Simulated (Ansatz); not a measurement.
The system is La.

```
CELL_PARAMETERS angstrom
3.75000 0.00000 0.00000
-1.87500 3.24760 0.00000
0.00000 0.00000 6.07000
ATOMIC_POSITIONS crystal
La 0.66667 0.33333 0.75000
La 0.33333 0.66667 0.25000
```

This isn't the form of La at room conditions, which is double hcp.

Base run:

```yaml
Program: Ansatz 0.2.0
Functional: PBEsol
Potentials_or_basis: all-electron LAPW, scalar-relativistic
Cutoff: 120 eV (chosen from the basis error)
Basis_error_allowed: 0.001 eV/atom
k_mesh: 8 × 8 × 5
Occupations: fermi-dirac, width 0.05 eV
Spin: no spin polarisation
```

Its results: pressure -1.4 GPa.

Question: After a change of settings the same cell gave: pressure 1.7 GPa. Which change was it?
A. functional from PBEsol to PBE
B. functional from PBEsol to revPBE
C. functional from PBEsol to BLYP
D. functional from PBEsol to LDA

Answer: B.

revPBE binds less tightly than PBEsol, so the same cell stands under more pressure.
